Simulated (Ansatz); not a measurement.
# PtS2 (3R (MoS2) bulk type): from bands to localised orbitals

Aim: build maximally localised Wannier functions for PtS2 (3R (MoS2) bulk type) from several sets of trial orbitals, and check spreads and centres, and how well the models interpolate the bands. Plan: PBE, anion s p, 6×6×6; PBE, anion s p, 4×4×4; PBE, anion s p, 8×8×8; PBE, anion p, 6×6×6; PBE, metal d and anion p, 6×6×6; PBE, metal d and anion p, disentangled, 6×6×6; PBE, metal d, 6×6×6; r2SCAN, anion s p, 6×6×6; r2SCAN, anion p, 6×6×6; r2SCAN, metal d and anion p, 6×6×6 (level, trial orbitals, Wannier mesh).

Program: Ansatz 0.2.0. Level of theory: plane waves, PAW. These are calculated values, not measurements.

2 further runs of the same task are left out: 2 that didn't finish. Runs told in other sessions of the task aren't counted.

### 1 Starting point

Symmetry: R3m, No. 160, trigonal system. The conventional cell has a = 3.478 Å, b = 3.478 Å, c = 15.288 Å, α = 90.00°, β = 90.00°, γ = 120.00°. Pt (site symmetry 3m) has 6 S at 2.41 to 2.48 Å in its first shell of neighbours. S (site symmetry 3m) has 3 Pt at 2.48 Å in its first shell of neighbours. S (site symmetry 3m) is surrounded by 3 Pt at 2.41 Å.

Structure file:

```
Pt S
1.0
     1.73914    1.00409    5.09587
    -1.73914    1.00409    5.09587
     0.00000   -2.00819    5.09587
Pt S
1 2
Direct
  0.99737 0.99737 0.99737
  0.42560 0.42560 0.42560
  0.24369 0.24369 0.24369
```

The cell was relaxed beforehand with r2SCAN+rVV10; those runs aren't shown. No run includes spin-orbit coupling, which matters for Pt.

### 2 PBE, anion s p, 6×6×6

The input, input.yaml:

```yaml
crystal:
  lattice:
    - [1.739139234, 1.0040925049, 5.0958703795]
    - [-1.739139234, 1.0040925049, 5.0958703795]
    - [0.0, -2.0081850098, 5.0958703795]
  atoms:
    - { symbol: Pt, position: [-0.0026256459, -0.0026256459, -0.0026256459] }
    - { symbol: S, position: [0.4255983381, 0.4255983381, 0.4255983381] }
    - { symbol: S, position: [0.2436939743, 0.2436939743, 0.2436939743] }
kpoints:
  mp_grid: { grid: [6, 6, 6] }
  band_path:
    path:
      - [[0.0, 0.0, 0.0], [-0.5, -0.5, -0.5], [-0.5, -0.1925499547638, -0.8074500452362]]
      - [[-0.1925499547638, 0.1925499547638, -0.5], [3.509528035206e-16, 2.449343141385e-16, -0.5], [0.0, 0.0, 0.0], [3.825086057999e-16, 0.3462749773819, -0.3462749773819]]
      - [[-0.3462749773819, 2.410030543508e-16, -0.6537250226181], [-0.5, 1.603089775834e-16, -0.5], [0.0, 0.0, 0.0]]
    npoints: 10
hamiltonian:
  xc: pbe
scf:
  occupations: { method: fermi_dirac, width: 0.02 }
  n_extra_bands: 6
output:
  forces: false
  stress: false
  eigenvalues: true
  wannier:
    kmesh: [6, 6, 6]
    projections: [{ species: S, l: s, shell: 3 }, { species: S, l: p, shell: 3 }]
    minimise: true
    write_hr: true
    conv_tol: 1.0e-08
    max_iter: 3000
```

Run with:

```sh
> ansatz run input.yaml --threads 4 --pin off --max-ram 3686MiB --backend cpu --events-out ev --progress --plain --runs-dir out
```

After this run come: PBE, anion s p, 4×4×4; PBE, anion s p, 8×8×8; PBE, anion p, 6×6×6; PBE, metal d and anion p, 6×6×6; PBE, metal d and anion p, disentangled, 6×6×6; PBE, metal d, 6×6×6; r2SCAN, anion s p, 6×6×6; r2SCAN, anion p, 6×6×6; r2SCAN, metal d and anion p, 6×6×6.

**Question.** What will the summary of the whole plan be? Wanted: total spread, PBE, anion s p, 6×6×6; total spread, PBE, anion s p, 4×4×4; total spread, PBE, anion s p, 8×8×8; total spread, PBE, anion p, 6×6×6; total spread, PBE, metal d and anion p, 6×6×6; total spread, PBE, metal d and anion p, disentangled, 6×6×6; total spread, PBE, metal d, 6×6×6; total spread, r2SCAN, anion s p, 6×6×6; total spread, r2SCAN, anion p, 6×6×6.

As calculated:

| quantity | value |
| --- | --- |
| total spread, PBE, anion s p, 6×6×6 | 16.75 Å² over 8 functions |
| total spread, PBE, anion s p, 4×4×4 | 14.08 Å² over 8 functions |
| total spread, PBE, anion s p, 8×8×8 | 18.58 Å² over 8 functions |
| total spread, PBE, anion p, 6×6×6 | 17.41 Å² over 6 functions |
| total spread, PBE, metal d and anion p, 6×6×6 | 16.85 Å² over 11 functions |
| total spread, PBE, metal d and anion p, disentangled, 6×6×6 | 16.50 Å² over 11 functions |
| total spread, PBE, metal d, 6×6×6 | 17.57 Å² over 5 functions |
| total spread, r2SCAN, anion s p, 6×6×6 | 16.40 Å² over 8 functions |
| total spread, r2SCAN, anion p, 6×6×6 | 17.10 Å² over 6 functions |
| total spread, r2SCAN, metal d and anion p, 6×6×6 | 16.56 Å² over 11 functions |
| centres of the first set | 0.41 to 0.58 Å from the nearest atom |

**Reading.** With PBE, anion s p, 6×6×6 the 8 functions move off the atoms, with a mean spread of 2.09 Å²; 88 % of the total is gauge invariant. The total spread goes from 14.08 Å² on 4×4×4 to 18.58 Å² on 8×8×8: finite differences in k understate it on coarse meshes, while the largest miss of a band stays at 1.08 eV. On one set and mesh the functional gives 16.75 (PBE), 16.40 (r2SCAN) Å². The disentangled models miss some band by up to 0.4 eV, which may lie outside their frozen windows.
